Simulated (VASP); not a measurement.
Set up this calculation in VASP 6.6.1, as the native input.

```yaml
Task: band structure
Functional: LDA
Potentials_or_basis: VASP PAW LDA potentials, release 64 (Ga_d, N)
Cutoff: 520 eV
k_mesh: 10 × 10 × 10
Occupations: gaussian, width 0.02 eV
Spin: no spin polarisation
Ladder: gaps
Further_INCAR_settings: ALGO = Fast; EDIFF = 1e-07
```

The structure of GaN lies in POSCAR:

```
GaN
1.0
    0.0000000000      2.2535006075      2.2535006075
    2.2535006075      0.0000000000      2.2535006075
    2.2535006075      2.2535006075      0.0000000000
Ga N
1 1
Direct
    0.0000000000      0.0000000000      0.0000000000
    0.2500000000      0.2500000000      0.2500000000
```

The cell is a database's computed one.

These files were run (other wordings do the same):

INCAR

```
SYSTEM = GaN
ALGO     = Fast           ! electronic algorithm
EDIFF    = 1E-7           ! SCF threshold, eV
ENCUT    = 520            ! plane-wave cutoff, eV
ISIF     = 2              ! what is computed and relaxed
ISMEAR   = 0              ! smearing method
LASPH    = .TRUE.         ! aspherical terms in the spheres
LCHARG   = .FALSE.        ! write CHGCAR
LREAL    = .FALSE.        ! projectors in reciprocal space
LWAVE    = .FALSE.        ! write WAVECAR
NELM     = 60             ! most SCF steps
PREC     = Accurate       ! precision mode
SIGMA    = 0.02           ! smearing width, eV
```

KPOINTS

```
k-points
0
G
  10 10 10
  0 0 0
```

KPOINTS_OPT

```
path GXWKGLUWLK,UX
20
line-mode
reciprocal
 0.0000000000  0.0000000000  0.0000000000  G
 0.5000000000  0.0000000000  0.5000000000  X

 0.5000000000  0.0000000000  0.5000000000  X
 0.5000000000  0.2500000000  0.7500000000  W

 0.5000000000  0.2500000000  0.7500000000  W
 0.3750000000  0.3750000000  0.7500000000  K

 0.3750000000  0.3750000000  0.7500000000  K
 0.0000000000  0.0000000000  0.0000000000  G

 0.0000000000  0.0000000000  0.0000000000  G
 0.5000000000  0.5000000000  0.5000000000  L

 0.5000000000  0.5000000000  0.5000000000  L
 0.6250000000  0.2500000000  0.6250000000  U

 0.6250000000  0.2500000000  0.6250000000  U
 0.5000000000  0.2500000000  0.7500000000  W

 0.5000000000  0.2500000000  0.7500000000  W
 0.5000000000  0.5000000000  0.5000000000  L

 0.5000000000  0.5000000000  0.5000000000  L
 0.3750000000  0.3750000000  0.7500000000  K

 0.6250000000  0.2500000000  0.6250000000  U
 0.5000000000  0.0000000000  0.5000000000  X
```

Potentials or basis: VASP PAW LDA potentials, release 64 (Ga_d, N).

Command:

```console
$ cat potpaw_LDA.64/Ga_d/POTCAR potpaw_LDA.64/N/POTCAR > POTCAR
$ mpirun -np 1 vasp_std > vasp.out
```

Results of the run:

The pressure is -5.5 GPa and the band gap on the k mesh is 1.75 eV, direct. The band gap along the path is 1.75 eV, direct.

Wall time 14 s on 1 thread of Intel(R) Xeon(R) 6975P-C (Granite Rapids), on a shared host, peak memory 0.14 GiB.
